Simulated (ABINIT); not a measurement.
# Converging the k-point mesh: ZnTe (R3m, 2 atoms in the cell)

```xyz
2
Lattice="0.0000 3.0408 3.0408 3.0408 0.0000 3.0408 3.0408 3.0408 0.0000" Properties=species:S:1:pos:R:3 pbc="T T T"
Zn     0.0289     0.0289     0.0289
Te     1.5204     1.5204     1.5204
```

Computed with PBE, PAW (JTH v2.0 PBE PAW) (plane waves; ABINIT).

Base settings: pseudos = [Zn.GGA_PBE-JTH.xml, Te.GGA_PBE-JTH.xml]; ecut = 30 Ha; pawecutdg = 60 Ha; pawxcdev = 0; ixc = 11; occopt = 3; tsmear = 0.00183747 Ha; ngkpt = 3 3 3; nshiftk = 1; shiftk = 0 0 0.

The second cell is the first with its lattice scaled by 0.98.

Only quantities that move along the ladder and can be compared are tabulated.

The count of work is k-points × plane waves × bands × iterations; it is no time. 

The starting cell has typed, rounded lattice constants, without a prior relaxation at this level. Its lattice was rescaled by up to half a per cent. One atom was moved a little off its site on purpose. Spin-orbit coupling is off. In the base run, with a pressure of about 4 GPa the cell is away from its equilibrium volume at this level.

```tsv
ngkpt	free energy less the last step's (meV/atom)	energy of the compressed cell less the first (meV/atom)	pressure (GPa)	gap on the mesh (eV)	count of work / last
2 2 2	821.45	106.80	8.09	1.184	0.0039
3 3 3	171.65	59.67	3.83	1.255	0.011
4 4 4	45.17	48.80	2.86	1.275	0.021
5 5 5	13.67	45.71	2.58	1.282	0.033
6 6 6	4.60	44.76	2.50	1.285	0.059
7 7 7	1.67	44.46	2.48	1.286	0.076
8 8 8	0.65	44.36	2.47	1.286	0.11
9 9 9	0.27	44.33	2.47	1.287	0.14
10 10 10	0.12	44.32	2.47	1.287	0.19
12 12 12	0.02	44.32	2.45	1.287	0.35
15 15 15	0.00	44.32	2.46	1.287	0.59
18 18 18	0.00	44.32	2.46	1.287	1.0
```

Coarsest ngkpt that holds the energy of the compressed cell less the first within 1 meV/atom of the last step, with all finer ones: 6 6 6, at 0.059 of the last step's count of work; the step before is off by 1.4 meV/atom.

Coarsest ngkpt that holds the free energy within 0.5 meV/atom of the last step, with all finer ones: 9 9 9, at 0.14 of the last step's count of work; the step before is off by 0.65 meV/atom.

The energy difference between the two cells stays within 1 meV/atom of the last step's from 6 6 6 on, the total only from 8 8 8 on: much of the error is common to both cells and cancels.
